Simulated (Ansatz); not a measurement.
## CdS

The computed numbers are results of r²SCAN, scalar-relativistic (no spin polarisation) in the plane-wave PAW code Ansatz at 500 eV, 8×8×8 k-mesh, Gaussian smearing of 0.05 eV. The datasets are Ansatz's generated set soft_2.

Space group F-43m (No. 216). a = 5.878 Å, b = 5.878 Å, c = 5.878 Å, α = 90.00°, β = 90.00°, γ = 90.00°
```csv
atom,site,symmetry,x,y,z
Cd,4a,-43m,0.0000,0.0000,0.0000
S,4c,-43m,0.2500,0.2500,0.2500
```

The chain of runs began from a cell as deposited in COD, expanded in volume. Of that entry: the entry's cell lengths or inner coordinates differ somewhat from later room-temperature determinations.

The run used a cell of 2 atoms; the mesh refers to it.

- Volume: 25.38 Å³/atom

Question: What does r²SCAN give for the Bader charges?

Answer: Cd 0.94; S -0.94 e.

Question: Estimate the band gap at this level of theory (r²SCAN).

Answer: 1.54 eV.

Question: Fill in the formation energy from the elements (0 K, uncorrected) (r²SCAN).

Answer: -0.81 eV/atom.

Within 0.6 eV of the edges the projected states are 92 % S 3p at the top of the valence band and 63 % Cd 5s at the bottom of the conduction band. Crossing the gap moves an electron from the anion's filled p shell to the metal's empty orbitals, as in polar semiconductors.

Bader charges against formal ones: Cd +0.94 (+2), S −0.94 (−2). The cations give up 47 % of the formal charge; Bader charges stay under formal ones because the anions' density reaches into the cations' basins, the more so the higher the formal charge and the softer the anion.

**The experiment.** The Crystallography Open Database holds a cell as deposited of cubic CdS (space group F-43m), temperature not stated (1961): a = 5.833 Å, 24.81 Å³/atom.

**Against experiment.** r²SCAN gives 5.878 Å and 25.38 Å³/atom, +2.3 % in volume (+0.8 % in length) from the database's cell. The static lattice lacks zero-point motion and thermal expansion, so this level's own overestimate is larger than the figure.

